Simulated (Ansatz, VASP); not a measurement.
**Hf in VASP and in Ansatz**

```
Hf
1.0
     2.39987   -4.06733    0.00000
     2.39987    4.06733    0.00000
     0.00000    0.00000    4.80612
Hf
4
Direct
  0.15250 0.84750 0.07850
  0.65250 0.34750 0.42150
  0.84750 0.15250 0.92150
  0.34750 0.65250 0.57850
```

Alike in both runs: task single point; functional PBEsol; k mesh 4 × 4 × 4; occupations gaussian, width 0.1 eV; no spin polarisation.

|  | VASP | Ansatz |
| --- | --- | --- |
| version | VASP 6.6.1 | Ansatz 0.2.0 |
| potentials or method | VASP PAW PBE potentials, release 64 (Hf_pv) | scalar-relativistic, plane waves, PAW |
| plane-wave cutoff (eV) | 520 | 420 |
| valence electrons in the cell | 40 | 104 |

Ansatz gave:

| Quantity | Value |
| --- | --- |
| gap on the k mesh at the Fermi level (eV) | none |
| pressure (GPa) | 6.8 |
| largest component of the traceless stress (GPa) | 12.46 |
| rms of the force components (eV/Å) | 0.628 |

Question: Estimate VASP's values.

Answer: gap on the k mesh at the Fermi level (eV): none; pressure (GPa): 6.5; largest component of the traceless stress (GPa): 12.42; rms of the force components (eV/Å): 0.627.

Atom by atom the forces differ by 0.006 eV/Å (rms over components). A gap of «none» marks a metal or a gap that the smearing closes. With one functional, cell and mesh, what is left measures potentials, basis and numerics. The two sets of potentials don't hold the same shells in valence.

Caveats: the k mesh is coarse (spacing up to 0.38 Å⁻¹), so the values aren't converged; the PAW data sets were made with another functional, which shifts forces and pressure a little (VASP). The runs have no spin-orbit coupling, so splittings on Hf are missing.
